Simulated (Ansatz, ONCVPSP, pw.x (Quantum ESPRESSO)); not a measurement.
What a changed setting does to a pw.x run (fcc P)

Potential: optimised norm-conserving Vanderbilt (ONCV), ONCVPSP 4.0.1.1 (patched build), PBE; core [Ne], reference 3s2 3p3; waves: 3s: rc 1.30 bohr, ncon 3, nbas 7, qcut 5.6 1/bohr, local; 3p: rc 1.55 bohr, ncon 4, nbas 7, qcut 4.9 1/bohr, 1 projector; d scattering state at 0.33 Ha: rc 1.60 bohr, ncon 4, nbas 7, qcut 7.6 1/bohr, 2 projectors, debl 2.8 Ha; local part: the s channel; core correction: Teter function, fcfact 4.25, rcfact 1.35.

The reference run (k-mesh 14³, cutoffs 50/200 Ry, Fermi–Dirac 0.01 Ry, mixing_beta 0.4, conv_thr 1e-9, no spin) gives -1.27 GPa at 14.767 Å³/atom, where all-electron LAPW gives -1.13 GPa. This run, with its own iteration cap, changes k-mesh shift to 1.

```
&control
  calculation='scf', prefix='x', pseudo_dir='./', outdir='./tmp', tstress=.true., disk_io='none'
/
&system
  ibrav=0, nat=1, ntyp=1, ecutwfc=50, ecutrho=200, nbnd=9,
  occupations='smearing', smearing='fd', degauss=0.01
/
&electrons
  conv_thr=1e-09, mixing_beta=0.4, electron_maxstep=50
/
ATOMIC_SPECIES
P 1.0 P.UPF
CELL_PARAMETERS angstrom
  0.00000000 1.94724573 1.94724573
  1.94724573 0.00000000 1.94724573
  1.94724573 1.94724573 0.00000000
ATOMIC_POSITIONS crystal
P 0.0000 0.0000 0.0000
K_POINTS automatic
14 14 14 1 1 1
```

```bash
pw.x < P.scf.in > P.scf.out
```

How does the run end?

It converges in 6 iterations; the free energy moves by -4.5 meV/atom and the pressure by +0.08 GPa.

```
Message from routine setup:
     using ibrav=0 with symmetry is DISCOURAGED, use correct ibrav instead
     lattice parameter (alat)  =       5.2040  a.u.
     unit-cell volume          =      99.6527 (a.u.)^3
     number of electrons       =         5.00
     number of Kohn-Sham states=            9
     kinetic-energy cutoff     =      50.0000  Ry
     charge density cutoff     =     200.0000  Ry
     scf convergence threshold =      1.0E-09
     Exchange-correlation= PBE
     number of k points=   280  Fermi-Dirac smearing, width (Ry)=  0.0100
     iteration #  1     ecut=    50.00 Ry     beta= 0.40
     total energy              =     -14.08788390 Ry
     estimated scf accuracy    <       0.00197192 Ry
     iteration #  2     ecut=    50.00 Ry     beta= 0.40
     total energy              =     -14.08772174 Ry
     estimated scf accuracy    <       0.00053415 Ry
     iteration #  3     ecut=    50.00 Ry     beta= 0.40
     total energy              =     -14.08777184 Ry
     estimated scf accuracy    <       0.00000438 Ry
     iteration #  4     ecut=    50.00 Ry     beta= 0.40
     total energy              =     -14.08777318 Ry
     estimated scf accuracy    <       0.00000010 Ry
     iteration #  5     ecut=    50.00 Ry     beta= 0.40
     total energy              =     -14.08777323 Ry
     estimated scf accuracy    <          4.4E-09 Ry
     iteration #  6     ecut=    50.00 Ry     beta= 0.40
     the Fermi energy is    10.9128 ev
!    total energy              =     -14.08777324 Ry
     estimated scf accuracy    <          3.5E-11 Ry
     smearing contrib. (-TS)   =      -0.00247600 Ry
     The total energy is F=E-TS. E is the sum of the following terms:
     one-electron contribution =       5.72419113 Ry
     hartree contribution      =       0.22895380 Ry
     xc contribution           =      -4.46385073 Ry
     ewald contribution        =     -15.57459144 Ry
     convergence has been achieved in   6 iterations
          total   stress  (Ry/bohr**3)                   (kbar)     P=      -11.80
     Message from routine punch:
     Nothing written, as per user request (disk_io='none')
```

The run took about 17 s on one core of a shared host (Neoverse-V1, 32 threads, 247 GiB, load 16).
